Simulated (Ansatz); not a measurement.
Crystal: Si2Mo.

```
Mo Si
1.0
    -1.60000    1.60000    3.93050
     1.60000   -1.60000    3.93050
     1.60000    1.60000   -3.93050
Mo Si
1 2
Cartesian
  0.0000 0.0000 0.0000
  0.0000 0.0000 5.2433
  0.0000 0.0000 2.6177
```

| Item | Value |
| --- | --- |
| Program | Ansatz 0.2.0 |
| Task | relaxation of cell and atoms |
| Functional | BLYP |
| Potentials or basis | Ansatz PAW |
| Cutoff | 420 eV (not typed: the program's choice for these potentials) |
| k mesh | 12 × 12 × 12 |
| Occupations | fermi-dirac, width 0.05 eV |
| Spin | no spin polarisation |

At the start: volume 13.42 Å³/atom.

Where does the relaxation end?

It ends after 7 steps and the volume is 14.25 Å³/atom (+6.2 %); space group I4/mmm (No. 139, to 0.05 Å).

The path:
| step | energy change (eV) | largest force (eV/Å) | volume (Å³) |
| --- | --- | --- | --- |
| 1 | 0.0000 | 0.3220 | 40.25 |
| 2 | -0.0865 | 0.2291 | 43.08 |
| 3 | -0.0923 | 0.1121 | 42.78 |
| 4 | -0.0931 | 0.0324 | 42.72 |
| 5 | -0.0933 | 0.0006 | 42.75 |
| 6 | -0.0933 | 0.0000 | 42.75 |
| 7 | -0.0942 | 0.0001 | 42.75 |

Final structure:
```
CELL_PARAMETERS angstrom
-1.63847 1.63847 3.98064
1.63847 -1.63847 3.98064
1.63847 1.63847 -3.98064
ATOMIC_POSITIONS crystal
Mo 0.00000 0.00000 0.00000
Si 0.66347 0.66347 0.00000
Si 0.33653 0.33653 0.00000
```

Caveat: the plane-wave basis is chosen anew once the cell has moved, so the energies of steps on either side of that aren't comparable; the PAW data sets come from PBE, with cores solved anew for the run's functional, which leaves a small shift of forces and pressure.
